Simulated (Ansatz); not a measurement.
# HfO2: band gap under strain

How does strain move the band edges of HfO2 (database structure), and do the functionals agree on it? States: +3.0 % strain along z alone.

Program: Ansatz 0.2.0. PAW datasets, plane waves. The values are computed, spin-unpolarised, and not measurements.

## (1) Starting point

The unstrained cell was relaxed with r2SCAN; in each strained cell the atoms were relaxed again with r2SCAN. Names of k-points are those of the unstrained zone, where strain can split equivalent points. First state: +3.0 % strain along z alone.

The symmetry is P2_1/c (No. 14, monoclinic); conventional cell a = 5.114 Å, b = 5.181 Å, c = 5.450 Å, β = 99.2°, 11.88 Å³ an atom. Near Hf stand 7 O at 2.04–2.31 Å; near O stand 4 Hf at 2.15–2.31 Å; near O stand 3 Hf at 2.04–2.16 Å.

As a file:

```xyz
12
Lattice="5.1139 0.0000 0.0049 0.0000 5.1814 0.0000 -0.8747 0.0000 5.3789" Properties=species:S:1:pos:R:3 pbc="T T T"
Hf    0.7845    2.3704    3.8169
Hf    3.0173    4.9611    4.2565
Hf    3.4547    2.8110    1.5670
Hf    1.2219    0.2203    1.1274
O     1.4494    3.8529    5.2209
O     2.3524    1.2622    2.8524
O     2.7898    1.3285    0.1630
O     1.8868    3.9192    2.5314
O     0.0142    1.6552    1.9288
O     4.6623    4.2459    0.7656
O     4.2250    3.5262    3.4551
O    -0.4232    0.9355    4.6183
```

From earlier runs on the unstrained cell: PBE 4.09 eV, r2SCAN 4.60 eV, HSE06 5.69 eV; a = 5.114 Å, b = 5.181 Å, c = 5.295 Å, β = 99.5°.

## (2) +3.0 % strain along z alone: PBE

The input, input.yaml:

```yaml
crystal:
  lattice:
    - [5.1138648531, 0.0, 0.0049017969]
    - [0.0, 5.1814079143, 0.0]
    - [-0.8746903931, 0.0, 5.3789469241]
  atoms:
    - { symbol: Hf, position: [0.2747367658, 0.457479369, 0.7093423552] }
    - { symbol: Hf, position: [0.7252632342, 0.957479369, 0.7906576448] }
    - { symbol: Hf, position: [0.7252632342, 0.542520631, 0.2906576448] }
    - { symbol: Hf, position: [0.2747367658, 0.042520631, 0.2093423552] }
    - { symbol: O, position: [0.4493769333, 0.7435941678, 0.9702066361] }
    - { symbol: O, position: [0.5506230667, 0.2435941678, 0.5297933639] }
    - { symbol: O, position: [0.5506230667, 0.2564058322, 0.0297933639] }
    - { symbol: O, position: [0.4493769333, 0.7564058322, 0.4702066361] }
    - { symbol: O, position: [0.0640970273, 0.3194548114, 0.3585227801] }
    - { symbol: O, position: [0.9359029727, 0.8194548114, 0.1414772199] }
    - { symbol: O, position: [0.9359029727, 0.6805451886, 0.6414772199] }
    - { symbol: O, position: [0.0640970273, 0.1805451886, 0.8585227801] }
kpoints:
  mp_grid: { grid: [6, 6, 6] }
  band_path:
    path:
      - [0.0, 0.0, 0.0]
      - [0.0, 0.5, 0.0]
      - [0.0, 0.5, 0.5]
      - [0.0, 0.0, 0.5]
      - [-0.5, 0.0, 0.5]
      - [-0.5, 0.5, 0.5]
      - [-0.5, 0.5, 0.0]
      - [-0.5, 0.0, 0.0]
    npoints: 1
hamiltonian:
  xc: pbe
scf:
  occupations: { method: fermi_dirac, width: 0.02 }
  n_extra_bands: 7
output:
  forces: true
  stress: true
  eigenvalues: true
```

Further steps of the session: +3.0 % strain along z alone: r2SCAN; +3.0 % strain along z alone: HSE06.

Before running it: what results should come out?

**Answer**, as computed:

Least gap in eV (negative: overlap), with the change from the unstrained cell in brackets:

```
                      state  volume change (%)           PBE        r2SCAN         HSE06
+3.0 % strain along z alone               +3.0  4.18 (+0.09)  4.68 (+0.08)  5.78 (+0.09)
```

What this shows: The HSE06 gap moves by +0.093 eV under +3.0 % strain along z alone. PBE and HSE06 differ by 1.60 eV on the unstrained gap, and by at most 0.00 eV on its change: the two disagree on the size of the gap but agree on its response to strain. Spin-orbit coupling is left out of the table, though the cell holds Hf (Z = 72); in an element this heavy it can shift bands and gaps by tenths of an eV.
